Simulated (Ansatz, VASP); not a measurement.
**One calculation of KCl, two programs**

The input INCAR:

```
SYSTEM = KCl
ALGO = Normal
EDIFF = 1E-7
ENCUT = 520
GGA = PE
ISIF = 2
ISMEAR = -1
LASPH = .TRUE.
LCHARG = .TRUE.
LELF = .TRUE.
LREAL = .FALSE.
LVHAR = .TRUE.
LWAVE = .FALSE.
NBANDS = 15
NELM = 100
PREC = Accurate
SIGMA = 0.03
```

The input KPOINTS:

```
k-points
0
G
  7 7 7
  0 0 0
```

File POSCAR:

```
KCl
1.0
    0.0000000000      3.1876610000      3.1561000000
    3.1876610000      0.0000000000      3.1561000000
    3.1876610000      3.1876610000      0.0000000000
K Cl
1 1
Direct
    0.0000000000      0.0000000000      0.0000000000
    0.5000000000      0.5000000000      0.5000000000
```

Input for Ansatz:

```yaml
crystal:
  lattice:
    - [0.0, 3.187661, 3.1561]
    - [3.187661, 0.0, 3.1561]
    - [3.187661, 3.187661, 0.0]
  atoms:
    - { symbol: K, position: [0.0, 0.0, 0.0] }
    - { symbol: Cl, position: [0.5, 0.5, 0.5] }
kpoints:
  mp_grid: { grid: [7, 7, 7] }
  band_path:
    path:
      - [0.0, 0.0, 0.0]
      - [0.0, 0.5, 0.5]
      - [0.25, 0.75, 0.5]
      - [0.0, 0.5, 0.0]
      - [0.0, 0.0, 0.0]
      - [0.5, 0.5, 0.0]
      - [0.3775125, 0.6224875, 0.0]
      - [-0.3775125, 0.3775125, 0.0]
      - [0.0, 0.0, 0.0]
    npoints: 5
scf:
  occupations: { method: fermi_dirac, width: 0.03 }
hamiltonian:
  xc: pbe
  pseudopotentials: { kind: all_electron, lapw: { basis_error: 0.001 } }
output:
  forces: true
  stress: true
  eigenvalues: true
```

Change from the starting cell: equal xx and yy strain of +1 %.

Alike in both runs: task single point; functional PBE; k mesh 7 × 7 × 7; occupations fermi-dirac, width 0.03 eV; no spin polarisation.

```csv
,VASP,Ansatz
version,VASP 6.6.1,Ansatz 0.2.0
potentials or method,"VASP PAW PBE potentials, release 64 (K_sv, Cl)","all-electron LAPW, scalar-relativistic"
plane-wave cutoff (eV),520,see its input
```

VASP gave:

* gap on the k mesh at the Fermi level (eV): 5.08
* pressure (GPa): 0.2
* largest component of the traceless stress (GPa): 0.22

Q: What did Ansatz give for the same quantities?

A: gap on the k mesh at the Fermi level (eV): 5.09; pressure (GPa): 0.2; largest component of the traceless stress (GPa): 0.22.

Ansatz ran all-electron here, so the differences hold the error of VASP's frozen core and of both bases.

Caveats: an odd mesh through Γ misses points on the zone boundary, where band edges often lie.
